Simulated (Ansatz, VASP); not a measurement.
Given: the input of a run of Ansatz 0.2.0 on ZrS2.

File input.yaml:

```yaml
crystal:
  lattice:
    - [3.7158295043, 0.0, 0.0]
    - [-1.8579147522, 3.2180027468, 0.0]
    - [0.0, 0.0, 6.0810853085]
  atoms:
    - { symbol: Zr, position: [0.0, 0.0, 0.0] }
    - { symbol: S, position: [0.3333333333, 0.6666666667, 0.23790997] }
    - { symbol: S, position: [0.6666666667, 0.3333333333, 0.76209003] }
hamiltonian:
  xc: pbe
  pseudopotentials: { kind: paw }
kpoints:
  mp_grid: { grid: [8, 8, 5] }
scf:
  occupations: { method: fermi_dirac, width: 0.05 }
output:
  forces: true
  stress: true
  eigenvalues: true
```

Potentials or basis: Ansatz PAW.

Run with:

```console
$ ansatz run input.yaml --threads 1 --pin off --max-ram 3584MiB --backend cpu --events-out ev --progress --plain --runs-dir out
```

Question: Set up the same calculation for VASP 6.6.1. Potentials there: VASP PAW PBE potentials, release 64 (Zr_sv, S).

Answer: As run (the cutoff follows the program's own potentials):

File INCAR:

```
SYSTEM = ZrS2
PREC = Accurate
ENCUT = 520
EDIFF = 1E-7
ISMEAR = -1
SIGMA = 0.05
LREAL = .False.
LASPH = .True.
NELM = 100
ALGO = Normal
ISIF = 2
LWAVE = .False.
LCHARG = .False.
GGA = PE
NBANDS = 19
```

Contents of KPOINTS:

```
Automatic mesh
0
Gamma
  8 8 5
  0 0 0
```

The input POSCAR:

```
ZrS2
1.0
    3.7158295043      0.0000000000      0.0000000000
   -1.8579147522      3.2180027468      0.0000000000
    0.0000000000      0.0000000000      6.0810853085
Zr S
1 2
Direct
    0.0000000000      0.0000000000      0.0000000000
    0.3333333333      0.6666666667      0.2379099700
    0.6666666667      0.3333333333      0.7620900300
```

Potentials or basis: VASP PAW PBE potentials, release 64 (Zr_sv, S).

Command:

```sh
$ cat potpaw_PBE.64/Zr_sv/POTCAR potpaw_PBE.64/S/POTCAR > POTCAR
$ mpirun -np 1 vasp_std > vasp.out
```

Both were run:

|  | VASP | Ansatz | Ansatz less VASP |
| --- | --- | --- | --- |
| gap on the k mesh at the Fermi level (eV) | 1.07 | 1.06 | -0.003 |
| least direct gap on the mesh (eV) | 1.63 | 1.62 | -0.007 |
| pressure (GPa) | -1.3 | -1.2 | +0.03 |
| largest component of the traceless stress (GPa) | 0.94 | 0.91 | -0.031 |
| rms of the force components (eV/Å) | 0.080 | 0.083 | +0.0029 |

Atom by atom the forces differ by 0.003 eV/Å (rms over components).

Caveats: this functional lacks dispersion, which binds the layers, so the pressure and a relaxed spacing across them are unreliable; an odd mesh through Γ misses points on the zone boundary, where band edges often lie (VASP); odd divisions of the mesh miss points on the zone boundary, where band edges often lie, so the gap on the mesh can be too wide (Ansatz).
